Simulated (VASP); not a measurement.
# Mg (P6_3/mmc) in VASP: density of states with LDA

Aim: the density of states of Mg with LDA.

Program: VASP 6.6.1. These are calculated values, not measurements. Logs are shortened: lines on timing, memory, paths and dates and some standing lists are left out, and cuts for length are marked.

### 1 The crystal as given

The structure is hexagonal, space group P6_3/mmc (No. 194). Conventional cell: a = 3.236 Å, b = 3.236 Å, c = 5.254 Å, α = 90.00°, β = 90.00°, γ = 120.00°. Mg (site symmetry -6m2) has 12 Mg at 3.22 to 3.24 Å as nearest neighbours.

### 2 Density of states, LDA

POSCAR

```
Mg
1.0
    3.2358835900      0.0000000000      0.0000000000
   -1.6179468400      2.8023580500      0.0000000000
    0.0000000000      0.0000000000      5.2535378300
Mg
2
Direct
    0.3333300000      0.6666700000      0.2500000000
    0.6666600000      0.3333300000      0.7500000000
```

INCAR.step1

```
ALGO     = Fast           # electronic algorithm
EDIFF    = 1E-7           # SCF threshold, eV
ENCUT    = 520            # plane-wave cutoff, eV
GGA      = CA             # functional
ISIF     = 2              # what is computed and relaxed
ISMEAR   = -1             # smearing method
LASPH    = True           # aspherical terms in the spheres
LCHARG   = True           # write CHGCAR
LREAL    = False          # projectors in reciprocal space
LWAVE    = False          # write WAVECAR
NBANDS   = 9              # bands
NELM     = 80             # most SCF steps
PREC     = Accurate       # precision mode
SIGMA    = 0.1            # smearing width, eV
```

KPOINTS.step1

```
k-points
0
Gamma
  12 12 7
```

INCAR.step2

```
ALGO     = Fast           # electronic algorithm
EDIFF    = 1E-7           # SCF threshold, eV
ENCUT    = 520            # plane-wave cutoff, eV
GGA      = CA             # functional
ICHARG   = 11             # starting density
ISIF     = 2              # what is computed and relaxed
ISMEAR   = -5             # smearing method
LASPH    = True           # aspherical terms in the spheres
LCHARG   = False          # write CHGCAR
LORBIT   = 11             # projections on sites
LREAL    = False          # projectors in reciprocal space
LWAVE    = False          # write WAVECAR
NBANDS   = 9              # bands
NEDOS    = 1001           # points of the DOS
NELM     = 80             # most SCF steps
PREC     = Accurate       # precision mode
SIGMA    = 0.1            # smearing width, eV
```

KPOINTS.step2

```
k-points
0
Gamma
  18 18 11
```

Potentials or basis: VASP PAW LDA potentials, release 64 (Mg).

Launch:

```console
> cat potpaw_LDA.64/Mg/POTCAR > POTCAR
> cp INCAR.step1 INCAR
> cp KPOINTS.step1 KPOINTS
> mpirun -np 1 vasp_std > vasp.out
> cp INCAR.step2 INCAR
> cp KPOINTS.step2 KPOINTS
> mpirun -np 1 vasp_std > vasp.out
```

OUTCAR:

```text
EDIFF = 1E-7
   ENCUT = 520
   GGA = CA
   ICHARG = 11
   ISIF = 2
   ISMEAR = -5
   LASPH = True
   LORBIT = 11
   LREAL = False
   NELM = 80
   PREC = Accurate

 ion  position               nearest neighbor table
   1  0.333  0.667  0.250-   2 3.22   2 3.22   2 3.22   2 3.22   2 3.22   2 3.22
   2  0.667  0.333  0.750-   1 3.22   1 3.22   1 3.22   1 3.22   1 3.22   1 3.22

  LATTYP: Found a hexagonal cell.
 ALAT       =     3.2358835900
 C/A-ratio  =     1.6235249767

  Lattice vectors:

 A1 = (   3.2358835900,   0.0000000000,   0.0000000000)
 A2 = (  -1.6179468400,   2.8023580500,   0.0000000000)
 A3 = (   0.0000000000,   0.0000000000,   5.2535378300)

Analysis of symmetry for initial positions (statically):
=====================================================================
 Subroutine PRICEL returns:
 Original cell was already a primitive cell.

 Routine SETGRP: Setting up the symmetry group for a
 hexagonal supercell.

 Subroutine GETGRP returns: Found  8 space group operations
 (whereof  2 operations were pure point group operations)
 out of a pool of 24 trial point group operations.

The static configuration has the point symmetry C_2 .
 The point group associated with its full space group is D_2h.

Analysis of symmetry for dynamics (positions and initial velocities):
=====================================================================
 Subroutine PRICEL returns:
 Original cell was already a primitive cell.

 Routine SETGRP: Setting up the symmetry group for a
 hexagonal supercell.

 Subroutine GETGRP returns: Found  8 space group operations
 (whereof  2 operations were pure point group operations)
 out of a pool of 24 trial point group operations.

The dynamic configuration has the point symmetry C_2 .
 The point group associated with its full space group is D_2h.

 Subroutine INISYM returns: Found  8 space group operations
 (whereof  2 operations are pure point group operations),
 and found     1 'primitive' translations

----------------------------------------------------------------------------------------

                                     Primitive cell

  volume of cell :      47.6396

  direct lattice vectors                    reciprocal lattice vectors
     3.235883590  0.000000000  0.000000000     0.309034603  0.178421726  0.000000000
    -1.617946840  2.802358050  0.000000000     0.000000000  0.356842339  0.000000000
     0.000000000  0.000000000  5.253537830     0.000000000  0.000000000  0.190347920

  length of vectors
     3.235883590  3.235886682  5.253537830     0.356842679  0.356842339  0.190347920

  position of ions in fractional coordinates (direct lattice)
     0.333330000  0.666670000  0.250000000
     0.666660000  0.333330000  0.750000000

  ion indices of the primitive-cell ions
   primitive index   ion index
                 1           1
                 2           2

----------------------------------------------------------------------------------------

 KPOINTS: k-points

Automatic generation of k-mesh.
 Grid dimensions read from file:
 generate k-points for:   18   18   11

 Generating k-lattice:

  Cartesian coordinates                     Fractional coordinates (reciprocal lattice)
     0.017168589  0.009912318  0.000000000     0.055555556 -0.000000000  0.000000000
     0.000000000  0.019824574  0.000000000     0.000000000  0.055555556  0.000000000
     0.000000000  0.000000000  0.017304356     0.000000000  0.000000000  0.090909091

  Length of vectors
     0.019824593  0.019824574  0.017304356

  Shift w.r.t. Gamma in fractional coordinates (k-lattice)
     0.000000000  0.000000000  0.000000000

 TETIRR: Found   8685 inequivalent tetrahedra from    21384

 Subroutine IBZKPT returns following result:
 ===========================================

 Found    546 irreducible k-points:

 Following reciprocal coordinates:
            Coordinates               Weight
  0.000000  0.000000  0.000000      1.000000
  0.055556  0.000000  0.000000      4.000000
  0.000000  0.055556  0.000000      2.000000
  0.111111  0.000000  0.000000      4.000000
  0.000000  0.111111  0.000000      2.000000
  0.166667  0.000000  0.000000      4.000000
[... 16 lines left out ...]
 -0.055556  0.166667  0.000000      4.000000
 -0.166667  0.111111  0.000000      4.000000
 [... further k-points ...]
   k-points           NKPTS =    546   k-points in BZ     NKDIM =    546   number of bands    NBANDS=      9
   number of dos      NEDOS =   1001   number of ions     NIONS =      2
   total plane-waves  NPLWV =  23040
   dimension x,y,z NGX =    24 NGY =   24 NGZ =   40
   dimension x,y,z NGXF=    48 NGYF=   48 NGZF=   80
   ions per type =               2
   NGX,Y,Z   is equivalent  to a cutoff of  12.33, 12.33, 12.66 a.u.
   NGXF,Y,Z  is equivalent  to a cutoff of  24.66, 24.66, 25.32 a.u.
 SYSTEM =  unknown system
   PREC   = accura    normal or accurate (medium, high low for compatibility)
   ISTART =      0    job   : 0-new  1-cont  2-samecut
   ICHARG =     11    charge: 1-file 2-atom 10-const
   ISPIN  =      1    spin polarized calculation?
   LNONCOLLINEAR =      F non collinear calculations
   LSORBIT =      F    spin-orbit coupling
   LASPH  =      T    aspherical Exc in radial PAW
   ENCUT  =  520.0 eV  38.22 Ry    6.18 a.u.   6.02  6.02  9.77*2*pi/ulx,y,z
   NELM   =     80;   NELMIN=  2; NELMDL=  0     # of ELM steps
   EDIFF  = 0.1E-06   stopping-criterion for ELM
   LREAL  =      F    real-space projection
   EDIFFG = 0.1E-05   stopping-criterion for IOM
   NSW    =      0    number of steps for IOM
   IBRION =     -1    ionic relax: 0-MD 1-quasi-New 2-CG
   NFREE  =      0    steps in history (QN), initial steepest desc. (CG)
   ISIF   =      2    stress and relaxation
   ISYM   =      2    0-nonsym 1-usesym 2-fastsym
   POTIM  = 0.5000    time-step for ionic-motion
   TEBEG  =    0.0;   TEEND  =   0.0 temperature during run
   PSTRESS=    0.0 pullay stress
   NELECT =       4.0000    total number of electrons
   NUPDOWN=      -1.0000    fix difference up-down
   EMIN   =  10.00;   EMAX   =-10.00  energy-range for DOS
   EFERMI =   0.00;   METHOD = LEGACY
   ISMEAR =    -5;   SIGMA  =   0.10  broadening in eV -4-tet -1-fermi 0-gaus
   EFERMI_NEDOS =   21; number of points for ismear=-14 and -15
   IALGO  =     68    algorithm
   IMIX   =      4    mixing-type and parameters
     AMIX     =   0.40;   BMIX     =  1.00
     AMIX_MAG =   1.60;   BMIX_MAG =  1.00
  volume/ion in A,a.u.               =      23.82       160.74
  Fermi-wavevector in a.u.,A,eV,Ry     =   0.716867  1.354683  6.992014  0.513899
  Thomas-Fermi vector in A             =   1.805399
   LORBIT       =     11    0 simple, 1 ext, 2 COOP (PROOUT), +10 PAW based schemes
   GGA     = CA    functional components
   LHFCALC =     F    Hartree Fock is set to
   AEXX    =    0.0000 exact exchange contribution
   IVDW    =     0    specifies the selected vdW correction
   LEPSILON=     F    determine dielectric tensor
   LRPA    =     F    only Hartree local field effects (RPA)
 non-spin polarized calculation
 RMM-DIIS sequential band-by-band and
 Fermi weights with tetrahedron method with Bloechl corrections
  energy-cutoff  :      520.00
  volume of cell :       47.64
 maximum number of plane-waves:      1308

 number of electron       4.0000000 magnetization

 Free energy of the ion-electron system (eV)
  ---------------------------------------------------
  ext. energy  EPLUGINS =         0.00000000
  ---------------------------------------------------
  free energy    TOTEN  =        -3.56394995 eV

  energy without entropy =       -3.56394995  energy(sigma->0) =       -3.56394995

 E-fermi :   2.2976     XC(G=0):  -8.5615

 val. band max:        2.4719634263   @ k =   0.3333   0.3333   0.4545
 cond. band min:       2.0759321195   @ k =  -0.1111  -0.4444   0.4545
 fundamental gap:     -0.3960313067
 Fermi energy:         2.2975828192

 k-point     1 :       0.0000    0.0000    0.0000
  band No.  band energies     occupation
      1      -4.4808      2.00000
      2       0.6941      2.00000
      3       1.0011      2.00000
      4      12.9319      0.00000
      5      12.9319      0.00000
      6      12.9679      0.00000
      7      12.9679      0.00000
      8      13.8931      0.00000
      9      15.3163      0.00000

 k-point     2 :       0.0556    0.0000    0.0000
  band No.  band energies     occupation
      1      -4.4216      2.00000
      2       0.7483      2.00000
      3       1.0591      2.00000
      4      11.5308      0.00000
      5      12.0991      0.00000
      6      12.8982      0.00000
      7      13.8936      0.00000
      8      14.4974      0.00000
      9      15.9790      0.00000

 k-point     3 :       0.0000    0.0556    0.0000
  band No.  band energies     occupation
      1      -4.4216      2.00000
      2       0.7483      2.00000
      3       1.0591      2.00000
      4      11.5308      0.00000
      5      12.0991      0.00000
      6      12.8982      0.00000
      7      13.8936      0.00000
      8      14.4976      0.00000
      9      15.9627      0.00000
[... 229 lines left out ...]
 k-point    23 :      -0.0556    0.1667    0.0000
  band No.  band energies     occupation
      1      -4.0672      2.00000
      2       1.0733      2.00000
      3       1.4046      2.13703
      4       9.0795      0.00000
      5      10.0128      0.00000
      6      12.8214      0.00000
      7      13.6830      0.00000
      8      14.0837      0.00000
      9      14.5718      0.00000

 k-point    24 :      -0.1667    0.1111    0.0000
  band No.  band energies     occupation
      1      -4.0672      2.00000
      2       1.0733      2.00000
      3       1.4046      2.13663
      4       9.0795      0.00000
      5      10.0128      0.00000
      6      12.8214      0.00000
      7      13.6830      0.00000
      8      14.0835      0.00000
      9      14.5611      0.00000

 [... further k-points ...]

------------------------ aborting loop because EDIFF is reached ----------------------------------------

  FORCE on cell =-STRESS in cart. coord.  units (eV):
  Direction    XX          YY          ZZ          XY          YZ          ZX
  --------------------------------------------------------------------------------------
  -------------------------------------------------------------------------------------
  Total       -1.0433151     -1.0438553     -1.1005652      0.0000019     -0.0000000      0.0000000
  in kB      -35.0879245    -35.1060922    -37.0133149      0.0000632     -0.0000000      0.0000000
  external PRESSURE =     -35.7357772 kB  Pullay stress =       0.0000000 kB

 VOLUME and BASIS-vectors are now :
 -----------------------------------------------------------------------------
  energy-cutoff  :      520.00
  volume of cell :       47.64
      direct lattice vectors                 reciprocal lattice vectors
     3.235883590  0.000000000  0.000000000     0.309034603  0.178421726  0.000000000
    -1.617946840  2.802358050  0.000000000     0.000000000  0.356842339  0.000000000
     0.000000000  0.000000000  5.253537830     0.000000000  0.000000000  0.190347920

 POSITION                                       TOTAL-FORCE (eV/Angst)
 -----------------------------------------------------------------------------------
     -0.00002      1.86825      1.31338        -0.000000      0.000021      0.000000
      1.61792      0.93411      3.94015         0.000000     -0.000021      0.000000
 -----------------------------------------------------------------------------------
    total drift:                                0.000000     -0.000000     -0.000000

  FREE ENERGIE OF THE ION-ELECTRON SYSTEM (eV)
  ---------------------------------------------------
  free  energy   TOTEN  =        -3.5639499452 eV

  energy  without entropy=       -3.5639499452  energy(sigma->0) =       -3.56394995

 total charge

# of ion       s       p       d       tot
------------------------------------------
    1        0.216   0.125   0.011   0.351
    2        0.216   0.125   0.011   0.351
--------------------------------------------------
tot          0.431   0.249   0.021   0.702
```

It took 67 s on 1 thread of AMD EPYC 9R45 (Zen 5), shared host; peak memory 0.3 GiB.

What came out:

| Item | Value |
| --- | --- |
| Valence electrons inside the program's atomic spheres | Mg 0.35 |

States per cell in windows of 1 eV (zero at the Fermi level; states under -7 eV left out):
| from (eV) | total | Mg1_p | Mg2_p | Mg1_s | Mg2_s | Mg1_d | Mg2_d |
| --- | --- | --- | --- | --- | --- | --- | --- |
| -7.0 | 0.15 | 0.00 | 0.00 | 0.01 | 0.01 | 0.00 | 0.00 |
| -6.0 | 0.36 | 0.00 | 0.00 | 0.03 | 0.03 | 0.00 | 0.00 |
| -5.0 | 0.49 | 0.01 | 0.01 | 0.04 | 0.04 | 0.00 | 0.00 |
| -4.0 | 0.62 | 0.02 | 0.02 | 0.04 | 0.04 | 0.00 | 0.00 |
| -3.0 | 0.72 | 0.02 | 0.02 | 0.04 | 0.04 | 0.00 | 0.00 |
| -2.0 | 0.85 | 0.04 | 0.04 | 0.03 | 0.03 | 0.00 | 0.00 |
| -1.0 | 0.81 | 0.04 | 0.04 | 0.03 | 0.03 | 0.00 | 0.00 |
| 0.0 | 0.95 | 0.04 | 0.04 | 0.04 | 0.04 | 0.01 | 0.01 |
| 1.0 | 0.97 | 0.04 | 0.04 | 0.03 | 0.03 | 0.01 | 0.01 |
| 2.0 | 1.10 | 0.05 | 0.05 | 0.04 | 0.04 | 0.02 | 0.02 |
| 3.0 | 1.14 | 0.06 | 0.06 | 0.04 | 0.04 | 0.02 | 0.02 |
| 4.0 | 1.14 | 0.06 | 0.06 | 0.03 | 0.03 | 0.02 | 0.02 |
| 5.0 | 1.22 | 0.06 | 0.06 | 0.04 | 0.04 | 0.03 | 0.03 |
| 6.0 | 1.33 | 0.07 | 0.07 | 0.04 | 0.04 | 0.03 | 0.03 |
| 7.0 | 1.33 | 0.08 | 0.08 | 0.03 | 0.03 | 0.04 | 0.04 |

Caveat: tetrahedron occupations give inexact forces and stress in metals.
